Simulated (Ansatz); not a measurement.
The system is InGaAs2.

```
In As Ga
1.0
     4.22500    0.00000    0.00000
     0.00000    4.22500    0.00000
     0.00000    0.00000    5.96215
In As Ga
1 2 1
Direct
  0.00000 0.00000 0.50000
  0.00000 0.50000 0.23153
  0.50000 0.00000 0.76848
  0.50000 0.50000 0.00000
```

The cell comes from a database or a generator and needn't be the stable form of this composition.

Base run:

| Property | Result |
| --- | --- |
| Program | Ansatz 0.2.0 |
| Functional | PBE0 |
| Potentials or basis | Ansatz PAW |
| Cutoff | 420 eV (not typed: the program's choice for these potentials) |
| k mesh | 4 × 4 × 3 |
| Occupations | fermi-dirac, width 0.05 eV |
| Spin | no spin polarisation |

Its results: band gap on the k mesh 0.99 eV, direct; pressure -2.4 GPa; largest force 0.027 eV/Å.

After a change of settings the same cell gave: band gap on the k mesh none (metal or under the smearing width); pressure -2.2 GPa; largest force 0.087 eV/Å. Which change was it?
A. functional from PBE0 to HSE06
B. functional from PBE0 to LDA
C. functional from PBE0 to r2SCAN; cutoff from 420 eV (not typed: the program's choice for these potentials) to 500 eV (not typed: the program's choice for these potentials)
D. functional from PBE0 to r2SCAN0; cutoff from 420 eV (not typed: the program's choice for these potentials) to 500 eV (not typed: the program's choice for these potentials)

C.

PBE0 gives the wider gap, since exact exchange removes part of the self-interaction.

Caveats: some runs use coarse meshes; the PAW data sets come from PBE, with cores solved anew for the run's functional, which leaves a small shift of forces and pressure; the density of states is complete only up to the lowest level of the last band computed; odd divisions of the mesh miss points on the zone boundary, where band edges often lie, so the gap on the mesh can be too wide (some runs); spin-orbit coupling is left out, which moves the levels of the heavy elements (some runs); the thresholds are loose for stress (some runs).
